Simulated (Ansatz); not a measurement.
# Zr2B3: one candidate of a structure search, part 2 of 2

Where does this trial cell of Zr2B3 go when cell and atoms are let free?

Ansatz 0.2.0; DFT PBE, scalar-relativistic, plane waves, PAW. The steps go on from the part before.

**5. Final relaxation**

The end of the coarse run is made exact in the group found at a tolerance of 0.06 Å and reduced to its primitive cell.

input.yaml reads:

```yaml
crystal:
  lattice:
    - [4.5023111763, 0.0, 0.0]
    - [-2.2511555881, 3.8991158544, 0.0]
    - [0.0, 0.0, 4.7080093125]
  atoms:
    - { symbol: Zr, position: [0.3333333333, 0.6666666667, 0.5] }
    - { symbol: Zr, position: [0.6666666667, 0.3333333333, 0.5] }
    - { symbol: B, position: [0.0, 0.0, 0.6678723527] }
    - { symbol: B, position: [0.0, 0.0, 0.3321276473] }
    - { symbol: B, position: [0.0, 0.0, 0.0] }
basis:
  ecutwfc: 420
kpoints:
  mp_grid: { grid: [12, 12, 8] }
hamiltonian:
  xc: pbe
scf:
  occupations: { method: gaussian, width: 0.1 }
output:
  forces: true
  stress: true
  eigenvalues: true
  write_density: true
  write_potential: true
  elf: true
  volumetric_format: npy
relax:
  adjacent_minimum: "off"
  f_tol: 0.01
  max_steps: 80
  cell: { stress_tol: 0.05 }
```

The run is started by

```console
$ ansatz run input.yaml --threads 1 --pin off --max-ram 2560MiB --backend cpu --events-out ev --progress --plain --runs-dir out
```

The program printed:

```text
Warning: RAYON_NUM_THREADS=1 ignored (pool sized by the plan → 1); use --threads N
Engine: ansatz 0.2.0, x86_64-unknown-linux-gnu
Pseudopotentials: kind: paw
Pseudopotential: Zr, paw, valence charge 12, recommended cutoff 420 eV (normal), Zr.paw.azcp
Pseudopotential: B, paw, valence charge 3, recommended cutoff 420 eV (normal), B.paw.azcp
Functional definition: PBE
  parameter kappa = 0.804
  parameter beta = 0.06672455060314922
  exchange = pbe_x(kappa = kappa, mu = beta*pi^2/3)
  correlation = pbe_c(beta = beta)
Crystal: 5 atoms, lattice volume = 82.649 Å³
Basis set: ecut = 420 eV, 1617 PW (Γ), exchange–correlation on 64×64×64 points (8 copies of the dense FFT grid, shifted against one another)
Bands: 22, of which v1, the nominal top of the filled ones, is band 17 counted from 1 (16 counted from 0)
Symmetry: 24 space group operations
Space group: P6/mmm (ITA 191), of the structure as read, at distance tolerance 4.4e-5 Å
k-points: 95 of 1152
Non-local potential: Zr, projectors of the file, l = 0: 3, l = 1: 2, l = 2: 2, l = 3: 2
Non-local potential: B, projectors of the file, l = 0: 2, l = 1: 2, l = 2: 1
PAW form: soft (Blöchl's): semilocal exchange-correlation on the pseudo side does not see the compensation charge
PAW one-centre angular grid: Zr, 590 points (default); XC on 64 Gauss nodes
PAW one-centre angular grid: B, 110 points (default); XC on 64 Gauss nodes
Initial density: superposition of atomic densities (neutral atoms: chi_scale 0, normalization atom), corrected by the library's trained network
Initial wavefunctions: pseudopotential atomic-orbital guess
Functional: x = pbe(κ = 0.804, μ = 0.2195149727645171), c = pbe(β = 0.06672455060314922)
SCF iter   1: F=—  HF=-8831.996080 eV  |F-HF|=—  |Δ(HF+E_count)|=         —  Δρ=7.27e-3  dr2=2.66e-2  ethr=1.77e-3  ⟨swp⟩=4.5  Hψ=9501  notcnv=0
preconditioner: auto → Kerker (q_TF=auto, 2.341 Å⁻¹)  [metal: Δε(μ)=0.031 eV  Ē_g=5.705 eV  σ=0.100 eV  W_gap=0.17  n_scr=20 (ndim 8)  ℏωp=16.8 eV  f_vac=0.000  D(μ)=3.77/eV (n_scr^D=28)]
SCF iter   2: F=—  HF=-8831.995943 eV  |F-HF|=—  |Δ(HF+E_count)|=   1.37e-4  Δρ=3.83e-3  dr2=5.66e-3  ethr=8.05e-5  ⟨swp⟩=1.1  Hψ=2901  notcnv=0
SCF iter   3: F=—  HF=-8831.997327 eV  |F-HF|=—  |Δ(HF+E_count)|=   1.38e-3  Δρ=6.68e-4  dr2=1.71e-4  ethr=1.72e-5  ⟨swp⟩=2.1  Hψ=2828  notcnv=0
SCF iter   4: F=—  HF=-8831.997485 eV  |F-HF|=—  |Δ(HF+E_count)|=   1.58e-4  Δρ=1.15e-4  dr2=9.64e-6  ethr=5.20e-7  ⟨swp⟩=2.5  Hψ=3347  notcnv=0
SCF iter   5: F=—  HF=-8831.997523 eV  |F-HF|=—  |Δ(HF+E_count)|=   3.75e-5  Δρ=2.80e-5  dr2=1.00e-6  ethr=2.92e-8  ⟨swp⟩=2.2  Hψ=2942  notcnv=0
SCF iter   6: F=-8831.997524 eV  HF=-8831.997524 eV  |F-HF|=5.82e-9  |Δ(HF+E_count)|=   6.36e-7  Δρ=7.75e-6  dr2=8.91e-8  ethr=3.03e-10  ⟨swp⟩=9.6  Hψ=14837  notcnv=0
SCF 1 converged in 6 iterations: F = -8831.997524 eV  dr2 = 8.91e-8
relax step   1: F+E_penalty+E_count = -8831.99752351 eV  Δ(F+E_penalty+E_count) = +0.000e0 eV  max|allowed force component| = 8.956e-2 eV/Å  Δτ_max = 0.0000 Å  P = +0.553 GPa  Ω = 82.649 Å³  (6 SCF iters, dr2 threshold 1.00e-7 eV, accepted)
Crystal: 5 atoms, lattice volume = 83.802 Å³
Basis set: ecut = 420 eV, 1629 PW (Γ), exchange–correlation on 64×64×64 points (8 copies of the dense FFT grid, shifted against one another)
Initial density: handed on by an earlier stage of this run
Initial wavefunctions: those handed on with the density
iter 1 solved again at ethr=1.29e-5 eV; its pass at ethr=3.10e-3 eV (dr2=4.26e-3 eV) is discarded
SCF iter   1: F=—  HF=-8832.000514 eV  |F-HF|=—  |Δ(HF+E_count)|=         —  Δρ=1.32e-3  dr2=3.95e-3  ethr=1.29e-5  ⟨swp⟩=2.0  Hψ=11340  notcnv=0
preconditioner: auto → Kerker (q_TF=auto, 2.336 Å⁻¹)  [metal: Δε(μ)=0.008 eV  Ē_g=5.613 eV  σ=0.100 eV  W_gap=0.05  n_scr=20 (ndim 8)  ℏωp=16.7 eV  f_vac=0.000  D(μ)=3.74/eV (n_scr^D=28)]
SCF iter   2: F=—  HF=-8831.999867 eV  |F-HF|=—  |Δ(HF+E_count)|=   6.48e-4  Δρ=7.78e-4  dr2=1.47e-3  ethr=1.20e-5  ⟨swp⟩=1.1  Hψ=2098  notcnv=0
SCF iter   3: F=—  HF=-8831.999473 eV  |F-HF|=—  |Δ(HF+E_count)|=   3.94e-4  Δρ=2.07e-4  dr2=1.18e-4  ethr=4.46e-6  ⟨swp⟩=2.2  Hψ=2642  notcnv=0
SCF iter   4: F=—  HF=-8831.999477 eV  |F-HF|=—  |Δ(HF+E_count)|=   4.61e-6  Δρ=7.46e-5  dr2=6.14e-6  ethr=3.59e-7  ⟨swp⟩=2.1  Hψ=2628  notcnv=0
SCF iter   5: F=-8831.999481 eV  HF=-8831.999481 eV  |F-HF|=3.10e-7  |Δ(HF+E_count)|=   3.27e-6  Δρ=1.63e-5  dr2=2.67e-7  ethr=1.52e-9  ⟨swp⟩=8.2  Hψ=14933  notcnv=0
SCF 2 converged in 5 iterations: F = -8831.999481 eV  dr2 = 2.67e-7
relax step   2: F+E_penalty+E_count = -8831.99948101 eV  Δ(F+E_penalty+E_count) = -1.958e-3 eV  max|allowed force component| = 7.699e-2 eV/Å  Δτ_max = 0.0010 Å  P = -0.580 GPa  Ω = 83.802 Å³  energy of the carried Pulay correction = -6.756e-4 eV  (5 SCF iters, dr2 threshold 5.00e-7 eV, accepted)
Crystal: 5 atoms, lattice volume = 83.307 Å³
iter 1 solved again at ethr=3.32e-6 eV; its pass at ethr=3.10e-3 eV (dr2=1.10e-3 eV) is discarded
SCF iter   1: F=—  HF=-8832.001141 eV  |F-HF|=—  |Δ(HF+E_count)|=         —  Δρ=6.54e-4  dr2=1.02e-3  ethr=3.32e-6  ⟨swp⟩=2.6  Hψ=11094  notcnv=0
preconditioner: auto → Kerker (q_TF=auto, 2.338 Å⁻¹)  [metal: Δε(μ)=0.012 eV  Ē_g=5.653 eV  σ=0.100 eV  W_gap=0.07  n_scr=20 (ndim 8)  ℏωp=16.8 eV  f_vac=0.000  D(μ)=3.71/eV (n_scr^D=28)]
SCF iter   2: F=—  HF=-8832.000936 eV  |F-HF|=—  |Δ(HF+E_count)|=   2.05e-4  Δρ=3.28e-4  dr2=3.09e-4  ethr=3.09e-6  ⟨swp⟩=2.0  Hψ=2505  notcnv=0
SCF iter   3: F=—  HF=-8832.000880 eV  |F-HF|=—  |Δ(HF+E_count)|=   5.61e-5  Δρ=1.02e-4  dr2=2.73e-5  ethr=9.38e-7  ⟨swp⟩=2.0  Hψ=2617  notcnv=0
SCF iter   4: F=—  HF=-8832.000873 eV  |F-HF|=—  |Δ(HF+E_count)|=   6.92e-6  Δρ=3.18e-5  dr2=1.83e-6  ethr=8.28e-8  ⟨swp⟩=2.0  Hψ=2664  notcnv=0
SCF iter   5: F=-8832.000874 eV  HF=-8832.000873 eV  |F-HF|=7.42e-8  |Δ(HF+E_count)|=   2.69e-7  Δρ=1.14e-5  dr2=1.66e-7  ethr=1.52e-9  ⟨swp⟩=10.2  Hψ=14801  notcnv=0
SCF 3 converged in 5 iterations: F = -8832.000874 eV  dr2 = 1.66e-7
relax step   3: F+E_penalty+E_count = -8832.00087351 eV  Δ(F+E_penalty+E_count) = -1.392e-3 eV  max|allowed force component| = 1.810e-2 eV/Å  Δτ_max = 0.0007 Å  P = -0.047 GPa  Ω = 83.307 Å³  energy of the carried Pulay correction = -3.869e-4 eV  (5 SCF iters, dr2 threshold 5.00e-7 eV, accepted)
Crystal: 5 atoms, lattice volume = 83.273 Å³
iter 1 solved again at ethr=4.88e-8 eV; its pass at ethr=3.10e-3 eV (dr2=1.61e-5 eV) is discarded
SCF iter   1: F=—  HF=-8832.000883 eV  |F-HF|=—  |Δ(HF+E_count)|=         —  Δρ=9.79e-5  dr2=1.57e-5  ethr=4.88e-8  ⟨swp⟩=1.0  Hψ=9603  notcnv=0
preconditioner: auto → Kerker (q_TF=auto, 2.338 Å⁻¹)  [metal: Δε(μ)=0.011 eV  Ē_g=5.649 eV  σ=0.100 eV  W_gap=0.06  n_scr=20 (ndim 8)  ℏωp=16.8 eV  f_vac=0.000  D(μ)=3.71/eV (n_scr^D=28)]
SCF iter   2: F=—  HF=-8832.000907 eV  |F-HF|=—  |Δ(HF+E_count)|=   2.41e-5  Δρ=4.53e-5  dr2=3.59e-6  ethr=4.75e-8  ⟨swp⟩=2.1  Hψ=2491  notcnv=0
SCF iter   3: F=—  HF=-8832.000906 eV  |F-HF|=—  |Δ(HF+E_count)|=   9.22e-7  Δρ=1.10e-5  dr2=3.06e-7  ethr=1.09e-8  ⟨swp⟩=2.0  Hψ=2747  notcnv=0
SCF iter   4: F=—  HF=-8832.000906 eV  |F-HF|=—  |Δ(HF+E_count)|=   3.96e-8  Δρ=4.09e-6  dr2=4.05e-8  ethr=9.29e-10  ⟨swp⟩=2.3  Hψ=2791  notcnv=0
SCF iter   5: F=-8832.000906 eV  HF=-8832.000906 eV  |F-HF|=1.71e-10  |Δ(HF+E_count)|=   2.81e-9  Δρ=1.19e-6  dr2=1.92e-9  ethr=6.26e-11  ⟨swp⟩=7.7  Hψ=11422  notcnv=0
SCF 4 converged in 5 iterations: F = -8832.000906 eV  dr2 = 1.92e-9
relax step   4: F+E_penalty+E_count = -8832.00090602 eV  Δ(F+E_penalty+E_count) = -3.251e-5 eV  max|allowed force component| = 1.694e-3 eV/Å  Δτ_max = 0.0002 Å  P = -0.000 GPa  Ω = 83.273 Å³  energy of the carried Pulay correction = -3.665e-4 eV  (5 SCF iters, dr2 threshold 2.06e-8 eV, accepted)
Initial wavefunctions: pseudopotential atomic-orbital guess (no wavefunctions were taken with the density)
iter 1 solved again at ethr=1.26e-8 eV; its pass at ethr=3.10e-3 eV (dr2=4.16e-6 eV) is discarded
SCF iter   1: F=—  HF=-8832.001235 eV  |F-HF|=—  |Δ(HF+E_count)|=         —  Δρ=1.62e-5  dr2=3.11e-8  ethr=1.26e-8  ⟨swp⟩=3.6  Hψ=15947  notcnv=0
preconditioner: auto → Kerker (q_TF=auto, 2.338 Å⁻¹)  [metal: Δε(μ)=0.010 eV  Ē_g=5.649 eV  σ=0.100 eV  W_gap=0.06  n_scr=20 (ndim 8)  ℏωp=16.8 eV  f_vac=0.000  D(μ)=3.71/eV (n_scr^D=28)]
SCF iter   2: F=—  HF=-8832.001262 eV  |F-HF|=—  |Δ(HF+E_count)|=   2.72e-5  Δρ=8.75e-6  dr2=7.82e-9  ethr=9.44e-11  ⟨swp⟩=2.0  Hψ=3341  notcnv=0
SCF iter   3: F=—  HF=-8832.001262 eV  |F-HF|=—  |Δ(HF+E_count)|=   8.35e-8  Δρ=1.15e-6  dr2=4.10e-10  ethr=2.37e-11  ⟨swp⟩=2.0  Hψ=2913  notcnv=0
SCF iter   4: F=—  HF=-8832.001262 eV  |F-HF|=—  |Δ(HF+E_count)|=   1.22e-9  Δρ=2.47e-7  dr2=1.01e-10  ethr=1.00e-12  ⟨swp⟩=7.9  Hψ=10962  notcnv=0
SCF iter   5: F=-8832.001262 eV  HF=-8832.001262 eV  |F-HF|=3.64e-12  |Δ(HF+E_count)|=  4.00e-11  Δρ=7.07e-8  dr2=8.39e-12  ethr=1.00e-12  ⟨swp⟩=5.8  Hψ=8302  notcnv=0
SCF 5 converged in 5 iterations: F = -8832.001262 eV  dr2 = 8.39e-12
relax step   5: F+E_penalty+E_count = -8832.00126205 eV  Δ(F+E_penalty+E_count) = -3.560e-4 eV  max|allowed force component| = 1.791e-3 eV/Å  Δτ_max = 0.0000 Å  P = +0.004 GPa  Ω = 83.273 Å³  stress off target by 5.47e-3 GPa  SCF on the basis re-selected at this cell (its energy is not comparable with the rows above)  (5 SCF iters)
basis re-selected at this cell: Δ(F+E_penalty+E_count) = -3.560e-4 eV, ΔP = +0.004 GPa vs the last step (what re-selecting the basis moved, of the pressure what is left beyond the Pulay correction that the steps carried, after the strain that the cell walked since its last selection, with what the two solves' SCF thresholds leave and, on support functions, any second-order correction that the steps lacked; it is no measure of the basis error at this ecutwfc). This SCF's stress stands 5.47e-3 GPa from its target on what of the cell is left free (relax.cell.stress_tol is 5.00e-2 GPa) and its largest allowed force component is 1.79e-3 eV/Å (relax.f_tol is 1.00e-2 eV/Å): within both
SCF converged after 5 iterations
Free energy (F): -8832.001262 eV
Harris-Foulkes:  -8832.001262 eV  (|F-HF|=3.64e-12)
Internal energy: -8831.982693 eV  (E = F + TS)
E sigma→0 (E₀):  -8831.991978 eV
Entropy (-TS):   -0.018569 eV (-3.714 meV/atom)
Fermi energy:    9.645615 eV
--- Per-component energies (eV) ---
  E_band       = -270.433963
  E_kinetic    = 810.768733
  E_local      = -2021.761901  (includes V_loc(G=0)·N_el)
  E_nonlocal   = 201.913644
  E_hartree    = 701.305434
  E_xc         = -417.216776
  E_vxc        = -493.053814  (∫ρ·V_xc dr)
  E_paw        = -6145.713385  (= ΣΔE_a)
  E_vpaw       = -170.911440  (= ΣTr[D̂ρ^β])
  E_aug_tail   = 0.000044  (compensation charges beyond the density's cutoff)
  E_ewald      = -1961.278487
  E_smearing   = -0.018569  (= −TS)
  E_closure    = 0.000000  (closes the sum)
  Σ components = -8832.001262   (vs F -8832.001262, Δ=0.00e0)
--- Forces (eV/Å), atoms counted from 1 ---
  atom   1  Zr     0.00000000     0.00000000     0.00000000
  atom   2  Zr    -0.00000000    -0.00000000     0.00000000
  atom   3  B     -0.00000000     0.00000000    -0.00179116
  atom   4  B     -0.00000000     0.00000000     0.00179116
  atom   5  B      0.00000000    -0.00000000     0.00000000
  max |Σ_I F_I| component: 9.83e-18 eV/Å
--- Stress (GPa, compression-positive) ---
        0.005465       0.000000       0.000000
        0.000000       0.005465       0.000000
        0.000000       0.000000       0.000392
  P = ⅓ Tr σ = 0.0038 GPa (0.038 kbar)
--- Band table (eV; the first three rows and the last of 95) ---
  k-point 0: bands = ["-39.5288", "-38.8941", "-18.2853", "-18.2853", "-17.5424", "-17.0001", "-16.5858", "-16.5858", "-0.9947", "3.0151", "3.6561", "5.5749", "5.5749", "9.3430", "9.3430", "9.4131", "10.6201", "10.6201", "10.9625", "10.9625", "11.2457", "11.8289"]
  k-point 1: bands = ["-39.5287", "-38.8941", "-18.2852", "-18.2852", "-17.5438", "-17.0008", "-16.5857", "-16.5857", "-0.9280", "2.4817", "4.1914", "5.6391", "5.6391", "9.2835", "9.2835", "9.5443", "10.0234", "10.0234", "10.9768", "10.9768", "11.2546", "12.4330"]
  k-point 2: bands = ["-39.5287", "-38.8940", "-18.2850", "-18.2850", "-17.5473", "-17.0024", "-16.5856", "-16.5856", "-0.7389", "1.7801", "4.8789", "5.8183", "5.8183", "9.1504", "9.1504", "9.1721", "9.1721", "9.9188", "11.0055", "11.0055", "11.2909", "12.8163"]
  k-point 94: bands = ["-39.2196", "-39.2196", "-18.5526", "-17.4403", "-17.4403", "-17.2818", "-17.2818", "-16.2633", "0.1837", "0.9834", "5.7660", "6.8595", "6.8595", "6.8906", "6.8906", "8.9834", "9.1682", "9.3286", "9.3286", "11.7744", "11.7744", "12.5162"]
--- Relaxed structure (4 steps of the walk, 4 accepted, 1 SCFs on fresh bases) ---
  F+E_penalty+E_count = -8832.00126205 eV   max|allowed force component| = 1.791e-3 eV/Å   (the final SCF, on the basis selected at the relaxed cell)
  cell:  # Å, volume = 83.2726 Å³
    - [4.524738005969659, -2.9011354655407755e-11, 0.0]
    - [-2.2623690029597046, 3.9185380586531755, 0.0]
    - [0.0, 0.0, 4.696611517057992]
  atoms:
    - { symbol: Zr, position: [0.3333333333333333, 0.6666666666666669, 0.5000000000000001] }
    - { symbol: Zr, position: [0.6666666666666666, 0.33333333333333337, 0.5000000000000001] }
    - { symbol: B, position: [-1.0266809708265326e-34, -6.79167732489328e-35, 0.6674604312247476] }
    - { symbol: B, position: [7.719225521578692e-35, 6.277156315418564e-35, 0.33253956877525237] }
    - { symbol: B, position: [4.450664979067483e-35, 7.203294132711457e-36, -1.1514443796945065e-20] }
```

Wall time 58 s (1 thread of Intel Xeon at 2.70GHz, shared host); peak memory 0.48 GiB.

The steps of the relaxation:

| step | energy from step 1 (eV/cell) | largest force component (eV/Å) | pressure (GPa) | volume (Å³) |
| --- | --- | --- | --- | --- |
| 1 | 0.0000 | 0.0896 | 0.55 | 82.65 |
| 2 | -0.0020 | 0.0770 | -0.58 | 83.80 |
| 3 | -0.0033 | 0.0181 | -0.05 | 83.31 |
| 4 | -0.0034 | 0.0017 | 0.00 | 83.27 |
| 5 | -0.0037 | 0.0018 | 0.00 | 83.27 |

Step 1 is the start. Step 5 repeats the geometry before it on a plane-wave basis chosen anew for that cell, so its energy need not be comparable with the rows above.

|  | before | after | change |
| --- | --- | --- | --- |
| a (Å) | 4.502 | 4.525 | +0.5 % |
| b (Å) | 4.502 | 4.525 | +0.5 % |
| c (Å) | 4.708 | 4.697 | -0.2 % |
| volume (Å³/atom) | 16.53 | 16.65 | +0.8 % |
| shortest distance (Å) | 1.564 | 1.562 | -0.1 % |
| space group (0.01 Å) | P6/mmm | P6/mmm | same |

The run keeps the 24 symmetry operations of the start, so it could not have lowered the symmetry.

Density in a lattice plane of the grid's cell (edges 4.52 and 4.70 Å, at 0.000 of the third edge), which holds B.

Values in e/Å³, 12 rows by 12 columns:
```
1.02 0.79 0.37 0.15 0.07 0.04 0.04 0.04 0.07 0.15 0.37 0.79
1.19 0.85 0.40 0.17 0.09 0.06 0.06 0.06 0.09 0.17 0.40 0.85
0.99 0.81 0.42 0.21 0.13 0.11 0.11 0.11 0.13 0.21 0.42 0.81
0.24 0.56 0.44 0.25 0.18 0.19 0.20 0.19 0.18 0.25 0.44 0.56
0.93 0.80 0.46 0.27 0.23 0.27 0.30 0.27 0.23 0.27 0.46 0.80
1.09 0.82 0.46 0.28 0.25 0.31 0.36 0.31 0.25 0.28 0.46 0.82
0.93 0.80 0.46 0.27 0.23 0.27 0.30 0.27 0.23 0.27 0.46 0.80
0.24 0.56 0.44 0.25 0.18 0.19 0.20 0.19 0.18 0.25 0.44 0.56
0.99 0.81 0.42 0.21 0.13 0.11 0.11 0.11 0.13 0.21 0.42 0.81
1.19 0.85 0.40 0.17 0.09 0.06 0.06 0.06 0.09 0.17 0.40 0.85
1.02 0.79 0.37 0.15 0.07 0.04 0.04 0.04 0.07 0.15 0.37 0.79
0.25 0.48 0.34 0.14 0.06 0.04 0.03 0.04 0.06 0.14 0.34 0.48
```
Columns run along the first of these edges and rows up along the second, over one cell in 12 and 12 even steps from the bottom left corner. Atoms in the plane (fractional): B at (1.00, 0.67), B at (0.00, 0.33), B at (0.00, 1.00).

ELF in the same plane.

Ten even steps from ' ' (0.00) to '@' (0.94):
```
::::--++**++==--::..............::--==++**++--::
%%%%%%%%##**++--::::..........::::--++**##%%%%%%
@@@@@@@@%%##++==--::::::::::::::--==++##%%@@@@@@
@@@@@@@@%%##++==----::::::::::----==++##%%@@@@@@
++****####**++==------------------==++**####****
    ::==****++==------------------==++****==::  
    ..==****++==----::::::::::----==++****==..  
----==******++==--::::::::::::::--==++******==--
%%%%%%%%##**==--::::..........::::--==**##%%%%%%
@@@@@@%%##**==--::::..........::::--==**##%%@@@@
%%%%%%%%##**==--::::..........::::--==**##%%%%%%
----==******++==--::::::::::::::--==++******==--
    ..==****++==----::::::::::----==++****==..  
    ::==****++==------------------==++****==::  
++****####**++==------------------==++**####****
@@@@@@@@%%##++==----::::::::::----==++##%%@@@@@@
@@@@@@@@%%##++==--::::::::::::::--==++##%%@@@@@@
%%%%%%%%##**++--::::..........::::--++**##%%%%%%
::::--++**++==--::..............::--==++**++--::
      ::======--::..............::--======::    
```
Columns run along the first of these edges and rows up along the second, over one cell in 24 and 20 even steps from the bottom left corner. Atoms in the plane (fractional): B at (1.00, 0.67), B at (0.00, 0.33), B at (0.00, 1.00).

Both are smooth fields of the valence electrons: close to the nuclei they are not physical.

The highest ELF values outside the cores: 0.94 on the B–B line, 0.6 Å from B.

**6. Outcome**

The summary covers parts 1 to 2. Changes of volume or cell count from the first structure of part 1.

| quantity | value |
| --- | --- |
| symmetry at the end (tolerance 0.05 Å) | space group P6/mmm (No. 191) |
| conventional cell | a = 4.525 Å, b = 4.525 Å, c = 4.697 Å, α = 90.00°, β = 90.00°, γ = 120.00° |
| volume | 16.65 Å³/atom |
| energy over the elements | +0.68 eV/atom |
| gap on the mesh | none (metal) |

The space group P6/mmm (No. 191) is kept, and the volume per atom grows by 37.7 % from the first guess. The formation energy is positive, so the separate elements lie lower. No finished test with a distortion of lower symmetry is shown, so the end may be a saddle point. Other magnetic orders were not searched.
